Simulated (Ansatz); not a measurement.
The cell of BeTe is invented: 4-connected net, two elements alternating (P4_2/mbc, No. 135). The dimensions are guesses.

Space group P4_2/mbc (No. 135). a = 8.845 Å, b = 8.845 Å, c = 4.224 Å, α = 90.00°, β = 90.00°, γ = 90.00°
```
atom  site  symmetry       x       y       z
  Be    8h       m.. 0.6913  0.6225  0.0000
  Te    8h       m.. 0.1225  0.8087  0.5000
```

Method: DFT PBE, scalar-relativistic, plane waves, PAW (Ansatz). Cutoff 420 eV, Gaussian smearing, Γ-centred meshes. Cell and atoms relax first on a coarse mesh and then on a converged one. In between, the cell is made exact in the group found at 0.06 Å. The steps can't lower the symmetry of their start. No spin polarisation.

A guess keeps its type if space group and coordination stay and the shape of the cell changes little (axis ratios within about 15 %, angles within 6°); the volume may change.

Problem. Does this structure survive the relaxation?

Solution. It doesn't keep its type. The symmetry stays P4_2/mbc (No. 135). The volume per atom grows by 68.1 %, from 20.7 to 34.7 Å³. The shortest distance goes from 2.17 Å (Be–Te) to 2.36 Å (Be–Te). The ratio c/a of the conventional cell changes by a factor of 0.69. Counting neighbours within 15 % of an atom's shortest distance, the start has Be 4, Te 4 and the end Be 3, Te 3. In detail, at the end around Be lie 3 Te at 2.36–2.39 Å; Te has 3 Be at 2.36–2.39 Å.

```xyz
16
Lattice="11.8837 0.0000 0.0000 0.0000 11.8837 0.0000 0.0000 0.0000 3.9348" Properties=species:S:1:pos:R:3 pbc="T T T"
Be    6.8841    7.5637    0.0000
Be   10.2619   10.9416    1.9674
Be    4.9997    4.3201    0.0000
Be    1.6218    0.9422    1.9674
Be    7.5637    4.9997    1.9674
Be   10.9416    1.6218    0.0000
Be    4.3201    6.8841    1.9674
Be    0.9422   10.2619    0.0000
Te    0.0385    9.2599    1.9674
Te    3.3180    5.9804    0.0000
Te   11.8452    2.6239    1.9674
Te    8.5658    5.9033    0.0000
Te    2.6239    0.0385    0.0000
Te    5.9033    3.3180    1.9674
Te    9.2599   11.8452    0.0000
Te    5.9804    8.5658    1.9674
```

The last run used a 4×4×8 mesh (in the run's order of axes) for its 16-atom cell and Gaussian smearing of 0.02 eV. Weakly bound directions are ill-defined at this level, which has no dispersion term. These runs have no spin–orbit coupling, which can matter for Te. A structure relaxed within its symmetry needn't be a true minimum.
